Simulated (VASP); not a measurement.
Input of a VASP 6.6.1 run:

Contents of INCAR:

```
SYSTEM = IrO2
ALGO = Normal
EDIFF = 1E-6
ENCUT = 520
GGA = PE
ISIF = 2
ISMEAR = 1
KPAR = 4
LASPH = .TRUE.
LCHARG = .FALSE.
LMAXMIX = 4
LREAL = .FALSE.
LWAVE = .FALSE.
NELM = 80
PREC = Accurate
SIGMA = 0.1
```

KPOINTS

```
k-points
0
G
  8 8 12
  0 0 0
```

The input POSCAR:

```
IrO2                                    
1.0
    4.4837704648      0.0000000000      0.0000000000
   -0.0000000000      4.4837704648      0.0000000000
    0.0000000000      0.0000000000      3.1637946960
  Ir              O             
     2     4
Direct
     0.0000000000000000    0.0000000000000000    0.0000000000000000
     0.5000000000000000    0.5000000000000000    0.5000000000000000
     0.3088508816894303    0.3088508816894303    0.0000000000000000
     0.1911491183105698    0.8088508816894302    0.5000000000000000
     0.6911491183105698    0.6911491183105698    0.0000000000000000
     0.8088508816894302    0.1911491183105698    0.5000000000000000
```

The input KPOINTS_OPT:

```
explicit points
168
Reciprocal
 0.0000000000  0.0000000000  0.0000000000 1
 0.0000000000  0.0555555556  0.0000000000 1
 0.0000000000  0.1111111111  0.0000000000 1
 0.0000000000  0.1666666667  0.0000000000 1
 0.0000000000  0.2222222222  0.0000000000 1
 0.0000000000  0.2777777778  0.0000000000 1
[... 160 lines left out ...]
 0.0000000000  0.0000000000  0.5175947400 1
 0.0000000000  0.0000000000  0.4824052600 1
```

Potentials or basis: VASP PAW PBE potentials, release 64 (Ir, O).

Command:

```bash
$ cat potpaw_PBE.64/Ir/POTCAR potpaw_PBE.64/O/POTCAR > POTCAR
$ mpirun -np 4 vasp_std > vasp.out
```

Problem. What does it give for the band gap along the path?

Solution. None (metal or under the smearing width).

Problem. Estimate the largest force.

Solution. 0.059 eV/Å.

Forces on the atoms (eV/Å):
```
Ir   0.000  0.000  0.000
Ir   0.000  0.000  0.000
O   -0.041 -0.041  0.000
O    0.041 -0.041  0.000
O    0.041  0.041  0.000
O   -0.041  0.041  0.000
```

Caveat: spin-orbit coupling is left out, which moves the levels of the heavy elements.
